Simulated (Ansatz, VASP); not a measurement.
# CaO (Lime) in two plane-wave programs, part 2 of 2

One calculation is typed for both programs; each brings its own data sets and cutoff. How far apart do they land?

VASP 6.6.1 and Ansatz 0.2.0.

So far: The starting structure; VASP: band structure, r2SCANh with an exact-exchange share of 0.1.

## 3. Ansatz: band structure, r2SCANh with an exact-exchange share of 0.1

Level of this step: Ansatz beside VASP: Kohn-Sham DFT, plane waves, r2SCANh (Ansatz).

Ansatz runs on its default PAW (the set named soft_2) files.

The same cell, functional, mesh and smearing now go to Ansatz, which takes its cutoff from its data sets.

Contents of input.yaml:

```yaml
crystal:
  lattice:
    - [0.0, 2.4065, 2.4065]
    - [2.4065, 0.0, 2.4065]
    - [2.4065, 2.4065, 0.0]
  atoms:
    - { symbol: Ca, position: [0.0, 0.0, 0.0] }
    - { symbol: O, position: [0.5, 0.5, 0.5] }
hamiltonian:
  xc: r2scanh
  pseudopotentials: { kind: paw }
kpoints:
  mp_grid: { grid: [5, 5, 5] }
  band_path:
    path:
      - [0.0, 0.0, 0.0]
      - [0.5, 0.0, 0.5]
      - [0.5, 0.2, 0.7]
      - [0.4, 0.35, 0.75]
      - [0.15, 0.15, 0.3]
      - [0.2, 0.2, 0.2]
      - [0.55, 0.4, 0.55]
      - [0.6, 0.25, 0.65]
      - [0.5, 0.25, 0.75]
      - [0.5, 0.5, 0.5]
      - [0.375, 0.375, 0.75]
      - [0.5, 0.0, 0.5]
    npoints: 1
scf:
  occupations: { method: gaussian, width: 0.02 }
  n_extra_bands: 7
output:
  forces: true
  stress: true
  eigenvalues: true
```

Launch:

```
$ ansatz run input.yaml --threads 4 --pin off --max-ram 9216MiB --backend cpu --events-out ev --progress --plain --runs-dir out
```

Numbers of over 12 decimals in the logs are rounded to 6 here.

Output:

```text
Warning: output.stress: scf.convergence.dr2_threshold = 1e-7 eV (the SCF's general default) is looser than the 2e-10 eV advised for a printed stress (1e-10 eV for each atom of the cell: 2). What an SCF threshold leaves in a stress goes as its square root, and in the free energy as the threshold itself, and one threshold admits the most on a small cell: [figures from the program's tests cut] Set scf.convergence.dr2_threshold to 2e-10 eV or tighter. The threshold is an SCF's pass mark: one that does not reach it within its budget of iterations ends unconverged, or closes short of it on a stop that the run arms, and scf.convergence.dr2_threshold's page says what that costs each kind of run
Warning: output.stress: scf.exx.energy_threshold = 1e-6 eV is looser than the 2e-8 eV advised for a stress under a hybrid functional (1e-8 eV for each atom of the cell: 2). Every SCF of the exchange loop can meet its threshold on dr2 while the loop round them stops early: no threshold on dr2 bounds what that leaves in the stress. Set scf.exx.energy_threshold to 2e-8 eV or tighter. The threshold is the loop's pass mark: a loop that does not reach it within its budget of cycles ends unconverged, and scf.exx.energy_threshold's page has the law
scf.n_extra_bands = 7 over 8 filled bands (N_el = 16.0): the run solves 15 bands
Engine: ansatz 0.2.0, aarch64-unknown-linux-gnu
Pseudopotentials: kind: paw
Pseudopotential: Ca, paw, valence charge 10, recommended cutoff 500 eV (meta_gga), Ca.paw.azcp
Pseudopotential: O, paw, valence charge 6, recommended cutoff 500 eV (meta_gga), O.paw.azcp
Functional definition: r2SCANh
  parameter a = 0.1
  parameter k0 = 0.174
  parameter k1 = 0.065
  parameter a1 = 4.9479
  exchange = (1 - a)*r2scan_x(k0 = k0, k1 = k1, a1 = a1) + a*exact_x
  correlation = r2scan_c
Crystal: 2 atoms, lattice volume = 27.873 Å³
Basis set: ecut = 500 eV, 725 PW (Γ), exchange–correlation on 100×100×100 points (64 copies of the dense FFT grid, shifted against one another)
Bands: 15, of which v1, the nominal top of the filled ones, is band 8 counted from 1 (7 counted from 0)
Symmetry: 48 space group operations
Space group: Fm-3m (ITA 225), of the structure as read, at distance tolerance 3.0e-5 Å
k-points: 10 of 125
Non-local potential: Ca, projectors of the file, l = 0: 3, l = 1: 2, l = 2: 2
Non-local potential: O, projectors of the file, l = 0: 2, l = 1: 2, l = 2: 1
PAW form: soft (Blöchl's): semilocal exchange-correlation on the pseudo side does not see the compensation charge
PAW frozen core: Ca, regenerated for the run's functional, and the local potential with it (the file was generated under x = pbe(κ = 0.804, μ = 0.219515), c = pbe(β = 0.066725))
PAW frozen core: O, regenerated for the run's functional, and the local potential with it (the file was generated under x = pbe(κ = 0.804, μ = 0.219515), c = pbe(β = 0.066725))
PAW one-centre angular grid: Ca, 302 points (default); XC on 160 Gauss nodes
PAW one-centre angular grid: O, 302 points (default); XC on 160 Gauss nodes
Initial density: superposition of atomic densities (neutral atoms: chi_scale 0, normalization atom), corrected by the library's trained network
Initial wavefunctions: pseudopotential atomic-orbital guess
Functional: x = r2scan, c = r2scan; τ floored in thin density (d = 2e-4 eV/Å³), warm-up for x = 0.9 r2scan + 0.1 exact, c = r2scan; τ floored in thin density (d = 2e-4 eV/Å³)
SCF iter   1: F=—  HF=-2394.019861 eV  |F-HF|=—  |Δ(HF+E_count)|=         —  Δρ=1.03e-2  dr2=3.62e-2  dr2_τ=5.87e-2  ethr=1.77e-3  ⟨swp⟩=8.6  Hψ=771  notcnv=0
preconditioner: auto → none  [insulator: Δε(μ)=4.652 eV  Ē_g=21.215 eV  σ=0.020 eV  W_gap=1.00  n_scr=8 (ndim 8)  ℏωp=26.3 eV  f_vac=0.000  D(μ)=0.00/eV (n_scr^D=0)]
SCF iter   2: F=—  HF=-2394.095431 eV  |F-HF|=—  |Δ(HF+E_count)|=   7.56e-2  Δρ=8.75e-3  dr2=1.15e-2  dr2_τ=2.98e-3  ethr=2.26e-4  ⟨swp⟩=4.1  Hψ=449  notcnv=0
iter 3 solved again at ethr=5.95e-6 eV; its pass at ethr=7.20e-5 eV (dr2=9.52e-4 eV) is discarded
SCF iter   3: F=-2394.092568 eV  HF=-2394.092918 eV  |F-HF|=3.50e-4  |Δ(HF+E_count)|=   2.51e-3  Δρ=2.38e-3  dr2=9.54e-4  dr2_τ=8.30e-5  ethr=5.95e-6  ⟨swp⟩=2.1  Hψ=604  notcnv=0  defer=1
SCF 1 stopped early in 3 iterations: F = -2394.092568 eV  dr2 = 9.54e-4
  greatest PAW one-centre occupation: 0.995 electrons in one spin orbital (limit 2), on the Ca atom at site 0 (counted from 0), in its partial waves of l = 0
Initial density: handed on by an earlier stage of this run
Initial wavefunctions: those handed on with the density
Functional: x = 0.9 r2scan + 0.1 exact, c = r2scan; τ floored in thin density (d = 2e-4 eV/Å³)
Frozen-core exchange: fock
SCF iter   1: F=—  HF=-2393.829375 eV  |F-HF|=—  |Δ(HF+E_count)|=         —  Δρ=4.57e-3  dr2=8.69e-3  dr2_τ=3.30e-4  ethr=5.96e-5  ⟨swp⟩=5.1  Hψ=507  notcnv=0
preconditioner: auto → none  [insulator: Δε(μ)=5.379 eV  Ē_g=22.387 eV  σ=0.020 eV  W_gap=1.00  n_scr=8 (ndim 8)  ℏωp=26.3 eV  f_vac=0.000  D(μ)=0.00/eV (n_scr^D=0)]
SCF iter   2: F=—  HF=-2393.826892 eV  |F-HF|=—  |Δ(HF+E_count)|=   2.48e-3  Δρ=1.50e-3  dr2=3.38e-4  dr2_τ=3.22e-5  ethr=4.94e-5  ⟨swp⟩=3.2  Hψ=351  notcnv=0
SCF iter   3: F=—  HF=-2393.827128 eV  |F-HF|=—  |Δ(HF+E_count)|=   2.36e-4  Δρ=1.98e-4  dr2=8.41e-6  dr2_τ=8.32e-7  ethr=1.98e-6  ⟨swp⟩=3.2  Hψ=271  notcnv=0
SCF iter   4: F=—  HF=-2393.827129 eV  |F-HF|=—  |Δ(HF+E_count)|=   1.05e-6  Δρ=8.08e-5  dr2=1.07e-6  dr2_τ=1.94e-7  ethr=4.31e-8  ⟨swp⟩=3.0  Hψ=260  notcnv=0
SCF iter   5: F=-2393.827129 eV  HF=-2393.827129 eV  |F-HF|=1.27e-8  |Δ(HF+E_count)|=   3.50e-8  Δρ=1.25e-5  dr2=7.68e-8  dr2_τ=6.02e-9  ethr=6.27e-9  ⟨swp⟩=3.1  Hψ=313  notcnv=0  defer=1
SCF 2 converged in 5 iterations: F = -2393.827129 eV  dr2 = 7.68e-8
hybrid outer 1: dexx = +3.043e-4 eV, tail = 4.34e-7 eV
Frozen-core exchange: fock
SCF iter   1: F=—  HF=-2393.827136 eV  |F-HF|=—  |Δ(HF+E_count)|=         —  Δρ=2.53e-5  dr2=1.26e-7  dr2_τ=1.93e-8  ethr=1.36e-8  ⟨swp⟩=4.6  Hψ=413  notcnv=0
preconditioner: auto → none  [insulator: Δε(μ)=5.274 eV  Ē_g=22.349 eV  σ=0.020 eV  W_gap=1.00  n_scr=8 (ndim 8)  ℏωp=26.3 eV  f_vac=0.000  D(μ)=0.00/eV (n_scr^D=0)]
SCF iter   2: F=-2393.827136 eV  HF=-2393.827136 eV  |F-HF|=3.20e-9  |Δ(HF+E_count)|=   1.50e-8  Δρ=6.62e-6  dr2=2.75e-9  dr2_τ=1.60e-9  ethr=7.84e-10  ⟨swp⟩=2.8  Hψ=254  notcnv=0
SCF 3 converged in 2 iterations: F = -2393.827136 eV  dr2 = 2.75e-9
  Residual-converged pass: ⟨swp⟩=3.2  Hψ=298  notcnv=0  max |occ|·‖R‖ = 2.2e-6 eV (tolerance 2.4e-6 eV)  dr2=2.70e-9  dr2_τ=1.60e-9  dr2_onsite=5.21e-10  max |Δocc| = 0.0e0
hybrid outer 2: dexx = +3.148e-9 eV, tail = 9.80e-9 eV, Δε = 3.13e-4 eV (about 5.85e-5 eV left of the loop's levels)
NSCF: frozen V_eff on 12 k-points
hybrid SCF converged: 2 outer / 7 inner (+3 warm-up), last move |dexx| = 3.15e-9 eV, tail = 9.80e-9 eV
Stability not checked: this state was not tested for a lower state beside it, because the functional holds exact exchange (a hybrid, or Hartree-Fock), whose exchange loop this test does not read (fock_operator; see scf.lower_state_search)
Free energy (F): -2393.827136 eV
Frozen-core exchange: fock
Harris-Foulkes:  -2393.827136 eV  (|F-HF|=3.20e-9)
Internal energy: -2393.827136 eV  (E = F + TS)
E sigma→0 (E₀):  -2393.827136 eV
Fermi energy:    9.410385 eV
--- Per-component energies (eV) ---
  E_band       = -128.795213
  E_kinetic    = 457.005136
  E_local      = -892.855444  (includes V_loc(G=0)·N_el)
  E_nonlocal   = 110.005508
  E_hartree    = 296.392107
  E_xc         = -192.782980
  E_vxc        = -273.175733  (∫ρ·V_xc dr)
  E_exx        = -21.985162  (= α·E_x^exact, valence–valence)
  E_paw        = -1020.939364  (= ΣΔE_a)
  E_vpaw       = -94.603644  (= ΣTr[D̂ρ^β])
  E_aug_tail   = 0.000907  (compensation charges beyond the density's cutoff)
  E_vtau       = 16.014074  (kinetic-family band-sum trace: ∫τ·v_τ [+ j·A + Jᵃ·Aᵃ] dr)
  E_ewald      = -1128.379897
  E_core_change = -0.287947  (= ΣΔE_core)
  E_smearing   = -0.000000  (= −TS)
  E_closure    = 0.000001  (closes the sum)
  Σ components = -2393.827136   (vs F -2393.827136, Δ=0.00e0)
--- Forces (eV/Å), atoms counted from 1 ---
  atom   1  Ca    -0.00000000     0.00000000    -0.00000000
  atom   2  O      0.00000000     0.00000000     0.00000000
  max |Σ_I F_I| component: 1.53e-29 eV/Å
--- Stress (GPa, compression-positive) ---
       -1.752851       0.000000      -0.000000
        0.000000      -1.752851       0.000000
       -0.000000      -0.000000      -1.752851
  P = ⅓ Tr σ = -1.7529 GPa (-17.529 kbar)
--- Band table (eV; the first three rows and the last of 10) ---
  k-point 0: bands = [... 4 lower, -10.1654, 6.7733, 6.7733, 6.7733, 12.9583, 14.6196, 14.6196, 14.6196, ... 3 higher]
  k-point 1: bands = [... 4 lower, -9.6076, 5.6472, 6.3042, 6.3042, 14.4131, 14.6593, 15.2997, 15.2997, ... 3 higher]
  k-point 2: bands = [... 4 lower, -8.9426, 4.2931, 5.6617, 5.6617, 15.1939, 16.5494, 16.6304, 16.6304, ... 3 higher]
  k-point 9: bands = [... 4 lower, -9.4051, 5.1310, 5.7072, 5.8551, 13.9457, 15.6393, 17.0347, 17.7848, ... 3 higher]
```

The job ended after 11 s (4 threads of Arm Neoverse V1, shared host; peak memory 0.64 GiB; 39 s of CPU time).

## 4. Comparison

Known differences besides the potentials themselves: exact exchange at q = 0 is treated differently, which shows on coarse meshes; VASP keeps PBE cores, Ansatz makes them for the functional; the cutoff is 500 eV in Ansatz and 520 eV in VASP; VASP takes a coarser grid for exact exchange (PRECFOCK = Fast). Total energies have different zeros and are not compared.

Compared:

| quantity | Ansatz | VASP | difference |
| --- | --- | --- | --- |
| gap over the path points (eV) | 5.082 | 5.070 | +0.012 |

Levels at points of the path, from each program's valence-band top (eV; 3 filled, then empty):

| k (reciprocal lattice) | Ansatz | VASP |
| --- | --- | --- |
| 0.000 0.000 0.000 | 0.00 0.00 0.00 6.18 7.85 7.85 | 0.00 0.00 0.00 6.18 7.85 7.85 |
| 0.500 0.000 0.500 | -1.37 -0.40 -0.40 5.08 9.80 10.73 | -1.36 -0.40 -0.40 5.07 9.78 10.72 |
| 0.500 0.200 0.700 | -1.23 -1.21 -0.94 7.04 8.76 10.15 | -1.24 -1.20 -0.94 7.04 8.76 10.14 |
| 0.400 0.350 0.750 | -1.36 -1.25 -0.82 6.69 9.53 10.32 | -1.36 -1.25 -0.82 6.69 9.54 10.31 |
| 0.150 0.150 0.300 | -1.48 -0.73 -0.38 7.58 8.09 8.53 | -1.48 -0.74 -0.38 7.58 8.08 8.54 |
| 0.200 0.200 0.200 | -1.13 -0.47 -0.47 7.64 7.89 8.53 | -1.13 -0.47 -0.47 7.64 7.88 8.53 |
| 0.550 0.400 0.550 | -2.37 -1.18 -1.12 8.41 8.98 10.25 | -2.38 -1.19 -1.14 8.42 8.99 10.26 |
| 0.600 0.250 0.650 | -1.36 -1.25 -0.82 6.69 9.53 10.32 | -1.36 -1.25 -0.82 6.69 9.54 10.31 |
| 0.500 0.250 0.750 | -1.31 -1.09 -1.09 7.88 7.88 10.17 | -1.32 -1.09 -1.09 7.89 7.89 10.16 |
| 0.500 0.500 0.500 | -2.68 -1.21 -1.21 8.69 9.99 10.12 | -2.69 -1.22 -1.22 8.69 9.99 10.14 |

Among the levels compared at these points, filled levels agree within 12 meV and empty ones within 16 meV.

## 5. Outcome

```json
{"difference in gap over the path points (band structure, r2SCANh with an exact-exchange share of 0.1)": "0.012 eV"}
```

The difference in gap over the path points is 0.012 eV (band structure, r2SCANh with an exact-exchange share of 0.1), within the 0.08 eV picked in this series as the mark of a large difference. How closely two codes agree says nothing of how well the functional describes the real material.

[Lines on the potential files, build, host, timing and source positions are cut from VASP's logs without a mark.]

[Logs are printed without paths, hosts, clocks, repeated set-up lines and the standing remarks that a program may print on its own settings, such as how far it seeks lower states.]

[Hosts, paths, dates, database ids (printed as entryN), source tags and the programs' standing remarks are cut or masked in the printed files.]
